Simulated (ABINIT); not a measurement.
Runs of ABINIT 10.8.3 (patched build) on WC (Qusongite). The structure is hexagonal, space group P-6m2 (No. 187). Conventional cell: a = 2.907 Å, b = 2.907 Å, c = 2.837 Å, α = 90.00°, β = 90.00°, γ = 120.00°. Around W (site symmetry -6m2) lie 6 C at 2.20 Å. C (site symmetry -6m2) is surrounded by 6 W at 2.20 Å. 

```tsv
level	gap on the mesh (eV)	pressure (GPa)
RPBE	none	10.4
LDA	none	(a)
WC	none	-1.0
SCAN	none	-2.2
AM05	none	(b)
```

Alike in all rows: task band structure; potentials or basis JTH PAW PBE v2.0; no spin polarisation; cell as given; k mesh 10 × 10 × 9; cutoff (eV) 626; smearing fermi-dirac 0.05 eV.

Estimate the missing entries.

(a) -8.9; (b) -5.1.

Caveats: the PAW data sets were made with another functional, which shifts forces and pressure a little; spin-orbit coupling is left out, which moves the levels of the heavy elements.

A k mesh can miss the band edges, and the runs leave out spin-orbit coupling on W.

A gap of «none» marks a metal or a gap under the smearing width.

Runs at the PBE level aren't shown here.
